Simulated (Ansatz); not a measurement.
The system is MgO.

```
Mg O
1.0
     0.00000    2.30616    2.30616
     2.30616    0.00000    2.30616
     2.30616    2.30616    0.00000
Mg O
1 1
Direct
  0.50000 0.50000 0.50000
  0.75000 0.75000 0.75000
```

The cell was built by a generator and needn't be a form met in nature.

```yaml
Program: Ansatz 0.2.0
Task: relaxation of cell and atoms
Functional: r2SCAN
Dispersion: D3(BJ)
Potentials_or_basis: Ansatz PAW
Cutoff: "500 eV (not typed: the program's choice for these potentials)"
k_mesh: 10 × 10 × 10
Occupations: fermi-dirac, width 0.05 eV
Spin: no spin polarisation
```

At the start: volume 12.27 Å³/atom.

**Question.** Where does the relaxation end?

**Answer.** It ends after 5 steps and the volume is 11.74 Å³/atom (-4.3 %); space group F-43m (No. 216, to 0.05 Å).

Step by step:
```tsv
step	energy change (eV)	largest force (eV/Å)	volume (Å³)
1	0.0000	0.0000	24.53
2	-0.0123	0.0000	24.05
3	-0.0177	0.0000	23.45
4	-0.0177	0.0000	23.48
5	-0.0172	0.0000	23.48
```

Final structure:
```
CELL_PARAMETERS angstrom
0.00000 2.27293 2.27293
2.27293 0.00000 2.27293
2.27293 2.27293 0.00000
ATOMIC_POSITIONS crystal
Mg 0.50000 0.50000 0.50000
O 0.75000 0.75000 0.75000
```

Caveat: the plane-wave basis is chosen anew once the cell has moved, so the energies of steps on either side of that aren't comparable; the PAW data sets come from PBE, with cores solved anew for the run's functional, which leaves a small shift of forces and pressure; the dispersion damping was fitted for another functional or another form of the correction.
